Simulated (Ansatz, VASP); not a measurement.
## Ge in VASP and in Ansatz

```
Ge
1.0
     0.00000    2.72426    2.72426
     2.72426    0.00000    2.72426
     2.72426    2.72426    0.00000
Ge
2
Direct
  0.50000 0.50000 0.50000
  0.75000 0.75000 0.75000
```

Alike in both runs: functional PBE; dispersion D3(BJ); k mesh 12 × 12 × 12; occupations gaussian, width 0.1 eV; collinear spin.

Ansatz relaxed the structure, and its values are those at the end. VASP's run is a single point on that final structure, the one shown.

```csv
,VASP,Ansatz
version,VASP 6.6.1,Ansatz 0.2.0
potentials or method,"VASP PAW PBE potentials, release 64 (Ge_d)","scalar-relativistic, plane waves, PAW"
plane-wave cutoff (eV),520,420
valence electrons in the cell,28,28
```

```csv
,VASP,Ansatz,Ansatz less VASP
gap on the k mesh at the Fermi level (eV),0.39,0.39,-0.005
pressure (GPa),11.9,12.0,+0.14
net moment per atom (μB),0.00,0.00,0.000
```

Ansatz warned: «seeded_moment_not_kept».
